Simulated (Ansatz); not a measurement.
# CoSi (P2_13) in Ansatz: notebook

One crystal, CoSi, is run at these levels: revPBE, PBE; tasks: relaxation of cell and atoms, single point.

Program: Ansatz 0.2.0. These are calculated values, not measurements. Logs are shortened: lines on timing, memory, paths and dates and some standing lists are left out, and cuts for length are marked.

## Step 1: The crystal as given

It takes space group P2_13 (No. 198, cubic). Conventional cell: a = 4.438 Å, b = 4.438 Å, c = 4.438 Å, α = 90.00°, β = 90.00°, γ = 90.00°. Co (site symmetry 3) is surrounded by 7 Si at 2.28 to 2.47 Å. Si (site symmetry 3) has 7 Co at 2.28 to 2.47 Å as nearest neighbours.

## Step 2: Relaxation of cell and atoms, revPBE, collinear spin, ferromagnetic start

Contents of input.yaml:

```yaml
crystal:
  lattice:
    - [4.438, 0.0, 0.0]
    - [0.0, 4.438, 0.0]
    - [0.0, 0.0, 4.438]
  atoms:
    - { symbol: Co, position: [0.86, 0.64, 0.36], spin: 2.0 }
    - { symbol: Co, position: [0.64, 0.36, 0.86], spin: 2.0 }
    - { symbol: Co, position: [0.36, 0.86, 0.64], spin: 2.0 }
    - { symbol: Co, position: [0.14, 0.14, 0.14], spin: 2.0 }
    - { symbol: Si, position: [0.157, 0.343, 0.657] }
    - { symbol: Si, position: [0.343, 0.657, 0.157] }
    - { symbol: Si, position: [0.657, 0.157, 0.343] }
    - { symbol: Si, position: [0.843, 0.843, 0.843] }
hamiltonian:
  xc: revpbe
  pseudopotentials: { kind: paw }
magnetization:
  spin_polarized: true
kpoints:
  mp_grid: { grid: [6, 6, 6] }
scf:
  occupations: { method: fermi_dirac, width: 0.05 }
output:
  forces: true
  stress: true
relax:
  f_tol: 0.01
  max_steps: 40
  cell: { stress_tol: 0.05 }
```

Potentials or basis: Ansatz PAW.

Started as:

```bash
$ ansatz run input.yaml --threads 2 --pin off --max-ram 5120MiB --backend cpu --events-out ev --progress --plain --runs-dir out
```

What it wrote:

```text
Warning: RAYON_NUM_THREADS=2 ignored (pool sized by the plan → 2); use --threads N
Engine: ansatz 0.2.0, aarch64-unknown-linux-gnu
Pseudopotentials: kind: paw
Pseudopotential: Co, paw, valence charge 17, recommended cutoff 420 eV (normal), Co.paw.azcp
Pseudopotential: Si, paw, valence charge 4, recommended cutoff 420 eV (normal), Si.paw.azcp
Functional definition: revPBE
  parameter kappa = 1.245
  parameter beta = 0.06672455060314922
  exchange = pbe_x(kappa = kappa, mu = beta*pi^2/3)
  correlation = pbe_c(beta = beta)
Crystal: 8 atoms, lattice volume = 87.410 Å³
Basis set: ecut = 420 eV, 1743 PW (Γ), exchange–correlation on 60×60×60 points (8 copies of the dense FFT grid, shifted against one another)
Bands: 56, of which v1, the nominal top of the filled ones, is band 42 counted from 1 (41 counted from 0)
Symmetry: 12 space group operations
Space group: P213 (ITA 198), of the structure as read, at distance tolerance 4.4e-5 Å
Magnetic group: BNS 198.9 (UNI 1511), of the structure as read, at distance tolerance 4.4e-5 Å
k-points: 24 of 216 (time reversal used)
Non-local potential: Co, projectors of the file, l = 0: 3, l = 1: 2, l = 2: 3, l = 3: 1
Non-local potential: Si, projectors of the file, l = 0: 2, l = 1: 2, l = 2: 2
PAW form: soft (Blöchl's): semilocal exchange-correlation on the pseudo side does not see the compensation charge
PAW frozen core: Co, regenerated for the run's functional, and the local potential with it (the file was generated under x = pbe(κ = 0.804, μ = 0.2195149727645171), c = pbe(β = 0.06672455060314922))
PAW frozen core: Si, regenerated for the run's functional, and the local potential with it (the file was generated under x = pbe(κ = 0.804, μ = 0.2195149727645171), c = pbe(β = 0.06672455060314922))
PAW one-centre angular grid: Co, 590 points (default); XC on 64 Gauss nodes
PAW one-centre angular grid: Si, 110 points (default); XC on 64 Gauss nodes
Initial density: superposition of atomic densities (chi_scale 0.1, normalization cell)
Starting moments: Σ|m| = 8 μB on 4 of 8 sites
Initial wavefunctions: pseudopotential atomic-orbital guess
Functional: x = revpbe(κ = 1.245, μ = 0.2195149727645171), c = pbe(β = 0.06672455060314922)
SCF iter   1: F=—  HF=-23067.382784 eV  |F-HF|=—  |Δ(HF+E_count)|=         —  Δρ=8.97e-2 (↑8.97e-2 ↓3.53e-2)  dr2=4.98e0  dr2_m=1.76e0  M=4.501 μB ∫|m|=6.195 μB  β_m=0.30  ethr=3.10e-3  ⟨swp⟩=6.8  Hψ=10505  notcnv=0  defer=6
Mixer restart at iter 1: flushing history
preconditioner: auto → Kerker (q_TF=auto, 2.710 Å⁻¹)  [metal: Δε(μ)=0.015 eV  Ē_g=8.136 eV  σ=0.050 eV  W_gap=0.07  n_scr=26 (ndim 8)  ℏωp=28.6 eV  f_vac=0.000  D(μ)=4.86/eV (n_scr^D=56)]
spin=Collinear: Kerker preconditioning applied to the charge; magnetization (m = ρ↑ − ρ↓) channel mixes plain (no charge-response kernel on spin).
SCF iter   2: F=—  HF=-23066.498055 eV  |F-HF|=—  |Δ(HF+E_count)|=   8.85e-1  Δρ=5.35e-2 (↑4.31e-2 ↓5.35e-2)  dr2=8.62e-1  dr2_m=1.66e0  M=4.009 μB ∫|m|=5.657 μB  β_m=0.42  ethr=3.10e-3  ⟨swp⟩=2.2  Hψ=4333  notcnv=0  defer=247
SCF iter   3: F=—  HF=-23070.111793 eV  |F-HF|=—  |Δ(HF+E_count)|=    3.61e0  Δρ=5.63e-2 (↑3.18e-2 ↓5.63e-2)  dr2=1.23e0  dr2_m=1.43e0  M=3.549 μB ∫|m|=5.003 μB  β_m=0.19  ethr=1.03e-3  ⟨swp⟩=2.6  Hψ=3891  notcnv=0  defer=247
SCF iter   4: F=—  HF=-23071.942629 eV  |F-HF|=—  |Δ(HF+E_count)|=    1.83e0  Δρ=4.38e-2 (↑3.64e-2 ↓4.38e-2)  dr2=6.15e-1  dr2_m=1.20e0  M=3.219 μB ∫|m|=4.542 μB  β_m=0.11  ethr=1.03e-3  ⟨swp⟩=2.1  Hψ=3808  notcnv=0  defer=250
SCF iter   5: F=—  HF=-23072.890494 eV  |F-HF|=—  |Δ(HF+E_count)|=   9.48e-1  Δρ=4.12e-2 (↑4.12e-2 ↓2.62e-2)  dr2=3.67e-1  dr2_m=8.25e-1  M=2.925 μB ∫|m|=4.090 μB  β_m=0.69  ethr=7.33e-4  ⟨swp⟩=2.1  Hψ=3810  notcnv=0  defer=255
SCF iter   6: F=—  HF=-23074.984975 eV  |F-HF|=—  |Δ(HF+E_count)|=    2.09e0  Δρ=2.48e-2 (↑2.48e-2 ↓1.02e-2)  dr2=3.13e-1  dr2_m=1.93e-1  M=0.451 μB ∫|m|=0.971 μB  β_m=0.85  ethr=4.37e-4  ⟨swp⟩=3.5  Hψ=5792  notcnv=0  defer=253
SCF iter   7: F=—  HF=-23075.180033 eV  |F-HF|=—  |Δ(HF+E_count)|=         —  Δρ=2.72e-2 (↑5.45e-3 ↓2.72e-2)  dr2=7.06e-1  dr2_m=1.53e-1  M=-0.022 μB ∫|m|=0.060 μB  β_m=0.85  ethr=3.73e-4  ⟨swp⟩=2.3  Hψ=4330  notcnv=0  defer=280
Mixer restart at iter 7: flushing history
SCF iter   8: F=—  HF=-23075.369323 eV  |F-HF|=—  |Δ(HF+E_count)|=   1.89e-1  Δρ=2.44e-2 (↑2.44e-2 ↓1.89e-2)  dr2=7.19e-1  dr2_m=6.99e-3  M=-0.006 μB ∫|m|=0.022 μB  β_m=0.68  ethr=3.73e-4  ⟨swp⟩=3.0  Hψ=5474  notcnv=0  defer=280
SCF iter   9: F=—  HF=-23075.197457 eV  |F-HF|=—  |Δ(HF+E_count)|=   1.72e-1  Δρ=8.67e-3 (↑3.30e-3 ↓8.67e-3)  dr2=1.23e-1  dr2_m=6.87e-3  M=-0.006 μB ∫|m|=0.021 μB  β_m=0.66  ethr=3.73e-4  ⟨swp⟩=3.0  Hψ=5806  notcnv=0  defer=278
SCF iter  10: F=—  HF=-23075.178355 eV  |F-HF|=—  |Δ(HF+E_count)|=   1.91e-2  Δρ=1.66e-3 (↑1.66e-3 ↓8.31e-4)  dr2=3.12e-3  dr2_m=2.90e-4  M=-0.002 μB ∫|m|=0.008 μB  β_m=0.83  ethr=1.46e-4  ⟨swp⟩=2.0  Hψ=3780  notcnv=0  defer=278
SCF iter  11: F=—  HF=-23075.178813 eV  |F-HF|=—  |Δ(HF+E_count)|=   4.57e-4  Δρ=1.03e-3 (↑1.03e-3 ↓7.22e-4)  dr2=1.42e-3  dr2_m=2.08e-5  M=-0.001 μB ∫|m|=0.002 μB  β_m=0.82  ethr=3.71e-6  ⟨swp⟩=2.2  Hψ=3572  notcnv=0  defer=278
SCF iter  12: F=—  HF=-23075.178486 eV  |F-HF|=—  |Δ(HF+E_count)|=   3.27e-4  Δρ=1.81e-4 (↑1.16e-4 ↓1.81e-4)  dr2=7.01e-5  dr2_m=9.46e-7  M=-0.000 μB ∫|m|=0.001 μB  β_m=0.91  ethr=1.69e-6  ⟨swp⟩=2.0  Hψ=3583  notcnv=0  defer=278
[... 93 lines left out ...]
SCF iter   5: F=—  HF=-23075.206208 eV  |F-HF|=—  |Δ(HF+E_count)|=   5.79e-8  Δρ=1.26e-6 (↑1.25e-6 ↓1.26e-6)  dr2=4.65e-9  dr2_m=9.67e-15  M=-0.000 μB ∫|m|=0.000 μB  β_m=0.85  ethr=1.77e-11  ⟨swp⟩=2.0  Hψ=3946  notcnv=0
SCF iter   6: F=—  HF=-23075.206211 eV  |F-HF|=—  |Δ(HF+E_count)|=   2.42e-6  Δρ=9.09e-7 (↑9.09e-7 ↓9.05e-7)  dr2=2.62e-9  dr2_m=3.99e-15  M=-0.000 μB ∫|m|=0.000 μB  β_m=0.92  ethr=5.53e-12  ⟨swp⟩=2.0  Hψ=3942  notcnv=0
SCF iter   7: F=—  HF=-23075.206211 eV  |F-HF|=—  |Δ(HF+E_count)|=   2.31e-9  Δρ=9.10e-8 (↑9.10e-8 ↓9.10e-8)  dr2=8.81e-12  dr2_m=1.25e-16  M=0.000 μB ∫|m|=0.000 μB  β_m=0.83  ethr=3.12e-12  ⟨swp⟩=2.0  Hψ=3946  notcnv=0
SCF iter   8: F=-23075.206211 eV  HF=-23075.206211 eV  |F-HF|=0.00e0  |Δ(HF+E_count)|=  1.82e-11  Δρ=6.00e-8 (↑5.98e-8 ↓6.00e-8)  dr2=8.20e-12  dr2_m=2.63e-17  M=0.000 μB ∫|m|=0.000 μB  ethr=1.00e-12  ⟨swp⟩=2.0  Hψ=7582  notcnv=0
the starting moments were not kept: the SCF closed with an absolute magnetisation of 4.8e-9 μB, where they sum to 8 μB in size (4 sites). That is at most 0.1 of that sum. Measured as dr2_m measures the in/out step, that magnetisation stands 6.0e-18 eV from none, at or under the dr2_threshold of 8.0e-11 eV: it is no larger than a step whose dr2_m would equal this threshold.
SCF 7 converged in 8 iterations: F = -23075.206211 eV  dr2 = 8.20e-12
relax step   7: F+E_penalty+E_count = -23075.20621065 eV  Δ(F+E_penalty+E_count) = -3.948e-4 eV  max|allowed force component| = 3.017e-5 eV/Å  Δτ_max = 0.0000 Å  P = +0.007 GPa  Ω = 88.158 Å³  stress off target by 6.94e-3 GPa  SCF on the basis re-selected at this cell (its energy is not comparable with the rows above)  (8 SCF iters)
basis re-selected at this cell: Δ(F+E_penalty+E_count) = -3.948e-4 eV, ΔP = +0.006 GPa vs the last step (what re-selecting the basis moved, of the pressure what is left beyond the Pulay correction that the steps carried, after the strain that the cell walked since its last selection, with what the two solves' SCF thresholds leave and, on support functions, any second-order correction that the steps lacked; it is no measure of the basis error at this ecutwfc). This SCF's stress stands 6.94e-3 GPa from its target on what of the cell is left free (relax.cell.stress_tol is 5.00e-2 GPa) and its largest allowed force component is 3.02e-5 eV/Å (relax.f_tol is 1.00e-2 eV/Å): within both
SCF converged after 8 iterations
Magnetization: 0.0000 μB (42.0000 up, 42.0000 down)
Absolute magnetization: 0.0000 μB (∫|ρ↑−ρ↓|, with the PAW one-centre terms)
Spin contamination: 0.0000 ħ² per cell (⟨S²⟩ above its minimum at these occupations)
Per-site moments (μB) at R_I (Å): [(7.727143465413569e-10, 0.9591340066121911), (7.727141188163995e-10, 0.9591340066121911), (7.727139687434186e-10, 0.9591340066121911), (7.727140074243992e-10, 0.9591340066121912), (-1.0814240886039296e-11, 0.9591340066121911), (-1.0814324666151766e-11, 0.9591340066121911), (-1.0814304401756425e-11, 0.9591340066121911), (-1.0814362201049896e-11, 0.9591340066121912)]
Free energy (F): -23075.206211 eV
Harris-Foulkes:  -23075.206211 eV  (|F-HF|=0.00e0)
Internal energy: -23075.192053 eV  (E = F + TS)
E sigma→0 (E₀):  -23075.199132 eV
Entropy (-TS):   -0.014157 eV (-1.770 meV/atom)
Fermi energy:    16.548100 eV
--- Per-component energies (eV) ---
  E_band       = -960.388345
  E_kinetic    = 2006.935819
  E_local      = -14272.748484  (includes V_loc(G=0)·N_el)
  E_nonlocal   = 1916.464782
  E_hartree    = 6193.601677
  E_xc         = -869.053498
  E_vxc        = -1023.422617  (∫ρ·V_xc dr)
  E_paw        = -8140.120424  (= ΣΔE_a)
  E_vpaw       = -1974.822009  (= ΣTr[D̂ρ^β])
  E_aug_tail   = 0.000406  (compensation charges beyond the density's cutoff)
  E_ewald      = -9910.064653
  E_core_change = -0.207678  (= ΣΔE_core)
  E_smearing   = -0.014157  (= −TS)
  E_closure    = 0.000000  (closes the sum)
  Σ components = -23075.206211   (vs F -23075.206211, Δ=0.00e0)
--- Forces (eV/Å), atoms counted from 1 ---
  atom   1  Co     0.00003017    -0.00003017     0.00003017
  atom   2  Co    -0.00003017     0.00003017     0.00003017
  atom   3  Co     0.00003017     0.00003017    -0.00003017
  atom   4  Co    -0.00003017    -0.00003017    -0.00003017
  atom   5  Si     0.00000155    -0.00000155     0.00000155
  atom   6  Si    -0.00000155     0.00000155     0.00000155
  atom   7  Si     0.00000155     0.00000155    -0.00000155
  atom   8  Si    -0.00000155    -0.00000155    -0.00000155
  max |Σ_I F_I| component: 3.87e-17 eV/Å
--- Stress (GPa, compression-positive) ---
        0.006939       0.000000       0.000000
        0.000000       0.006939       0.000000
        0.000000       0.000000       0.006939
  P = ⅓ Tr σ = 0.0069 GPa (0.069 kbar)
--- Relaxed structure (6 steps of the walk, 6 accepted, 1 SCFs on fresh bases) ---
  F+E_penalty+E_count = -23075.20621065 eV   max|allowed force component| = 3.017e-5 eV/Å   (the final SCF, on the basis selected at the relaxed cell)
  cell:  # Å, volume = 88.1580 Å³
    - [4.450619959042422, 8.345696425678021e-34, 5.777789833161706e-34]
    - [4.49383653690355e-34, 4.450619959042422, 8.120378893509272e-54]
    - [1.0913603018194337e-33, 8.893748311938726e-54, 4.450619959042422]
  atoms:
    - { symbol: Co, position: [0.8551511894709902, 0.6448488105290098, 0.3551511894709903] }
    - { symbol: Co, position: [0.6448488105290098, 0.3551511894709903, 0.8551511894709902] }
    - { symbol: Co, position: [0.3551511894709903, 0.8551511894709902, 0.6448488105290098] }
    - { symbol: Co, position: [0.14484881052900977, 0.14484881052900977, 0.14484881052900977] }
    - { symbol: Si, position: [0.15678095600267153, 0.34321904399732855, 0.6567809560026716] }
    - { symbol: Si, position: [0.34321904399732855, 0.6567809560026716, 0.15678095600267153] }
    - { symbol: Si, position: [0.6567809560026716, 0.15678095600267153, 0.34321904399732855] }
    - { symbol: Si, position: [0.8432190439973284, 0.8432190439973284, 0.8432190439973284] }
```

Run time: 82 s. Hardware: 2 threads of Arm Neoverse V2, shared host; peak memory 0.46 GiB.

Results:

```yaml
Free_energy: -23075.2062 eV
Relaxed_volume: 11.02 Å³/atom
Relaxed_cell: a = 4.451 Å, b = 4.451 Å, c = 4.451 Å, α = 90.00°, β = 90.00°, γ = 90.00°
Space_group_after_relaxing_to_0.05_Å: P2_13 (No. 198)
Energy_gained_by_relaxing: 3.5 meV/atom
Ionic_steps: 7
Pressure_after_relaxing: 0.0 GPa
Net_moment: 0.00 μB per cell
Absolute_moment: 0.00 μB per cell
```

The path:
| step | energy change (eV) | largest force (eV/Å) | volume (Å³) |
| --- | --- | --- | --- |
| 1 | 0.0000 | 0.2935 | 87.41 |
| 2 | -0.0135 | 0.2181 | 87.93 |
| 3 | -0.0260 | 0.0544 | 88.35 |
| 4 | -0.0269 | 0.0499 | 88.15 |
| 5 | -0.0273 | 0.0072 | 88.13 |
| 6 | -0.0273 | 0.0000 | 88.16 |
| 7 | -0.0277 | 0.0001 | 88.16 |

Final structure:
```cif
data_structure
_symmetry_space_group_name_H-M 'P 1'
_symmetry_Int_Tables_number 1
_cell_length_a 4.4506
_cell_length_b 4.4506
_cell_length_c 4.4506
_cell_angle_alpha 90.000
_cell_angle_beta 90.000
_cell_angle_gamma 90.000
_cell_volume 88.16
loop_
_atom_site_label
_atom_site_type_symbol
_atom_site_fract_x
_atom_site_fract_y
_atom_site_fract_z
_atom_site_occupancy
Co1 Co 0.85515 0.64485 0.35515 1
Co2 Co 0.64485 0.35515 0.85515 1
Co3 Co 0.35515 0.85515 0.64485 1
Co4 Co 0.14485 0.14485 0.14485 1
Si1 Si 0.15678 0.34322 0.65678 1
Si2 Si 0.34322 0.65678 0.15678 1
Si3 Si 0.65678 0.15678 0.34322 1
Si4 Si 0.84322 0.84322 0.84322 1
```

Caveat: the starting moments collapsed, and a magnetic state may lie lower; the plane-wave basis is chosen anew once the cell has moved, so the energies of steps on either side of that aren't comparable; the PAW data sets come from PBE, with cores solved anew for the run's functional, which leaves a small shift of forces and pressure; the starting moments weren't kept. Zero-point motion and thermal expansion aren't in these numbers.

## Step 3: Single point, PBE, collinear spin, ferromagnetic start

Edit input.yaml of step 2 so:

```diff
@@ -15,3 +15,3 @@
 hamiltonian:
-  xc: revpbe
+  xc: pbe
   pseudopotentials: { kind: paw }
@@ -23,2 +23,4 @@
   occupations: { method: fermi_dirac, width: 0.05 }
+basis:
+  ecutwfc: "300 eV"
 output:
@@ -26,5 +28,2 @@
   stress: true
-relax:
-  f_tol: 0.01
-  max_steps: 40
-  cell: { stress_tol: 0.05 }
+  eigenvalues: true
```

Potentials or basis: Ansatz PAW.

Started as:

```bash
$ ansatz run input.yaml --threads 2 --pin off --max-ram 5120MiB --backend cpu --events-out ev --progress --plain --runs-dir out
```

It took 11 s on 2 threads of Arm Neoverse V2, shared host; peak memory 0.4 GiB.

It converged, with:

* Free energy: -23050.3123 eV
* Pressure: 0.3 GPa
* Largest force: 0.171 eV/Å
* Band gap on the k mesh: none (metal or under the smearing width)
* Net moment: 0.00 μB per cell
* Absolute moment: 0.00 μB per cell

Forces in eV/Å, atoms in the order of the input:
```
Co  -0.099  0.099 -0.099
Co   0.099 -0.099 -0.099
Co  -0.099 -0.099  0.099
Co   0.099  0.099  0.099
Si   0.022 -0.022  0.022
Si  -0.022  0.022  0.022
Si   0.022  0.022 -0.022
Si  -0.022 -0.022 -0.022
```

Levels at points of the mesh, in eV from the Fermi level:
Spin up:
```
              k point  band 38  band 39  band 40  band 41  band 42  band 43  band 44  band 45  band 46  band 47
   (0.00, 0.00, 0.00)    -0.94    -0.82    -0.82    -0.05    -0.05    -0.05     2.41     2.41     2.41     2.89
  (0.00, 0.00, -0.50)    -1.09    -0.72    -0.72    -0.52    -0.52     0.94     0.94     1.40     1.40     4.25
 (0.00, -0.50, -0.50)    -1.53    -1.04    -1.04    -0.07    -0.07     0.52     0.52     1.95     1.95     2.44
(-0.50, -0.50, -0.50)    -1.27    -1.27    -1.27    -0.27    -0.27    -0.27    -0.27     5.30     5.30     5.30
```
Spin down:
```tsv
k point	band 40	band 41	band 42	band 43	band 44	band 45
(0.00, 0.00, 0.00)	-0.82	-0.05	-0.05	-0.05	2.41	2.41
(0.00, 0.00, -0.50)	-0.72	-0.52	-0.52	0.94	0.94	1.40
(0.00, -0.50, -0.50)	-1.04	-0.07	-0.07	0.52	0.52	1.95
(-0.50, -0.50, -0.50)	-1.27	-0.27	-0.27	-0.27	-0.27	5.30
```

Caveat: the starting moments collapsed, and a magnetic state may lie lower; the pressure holds a Pulay correction of +36.8 GPa for the finite cutoff; the starting moments weren't kept; the cutoff lies under the one recommended for these potentials.
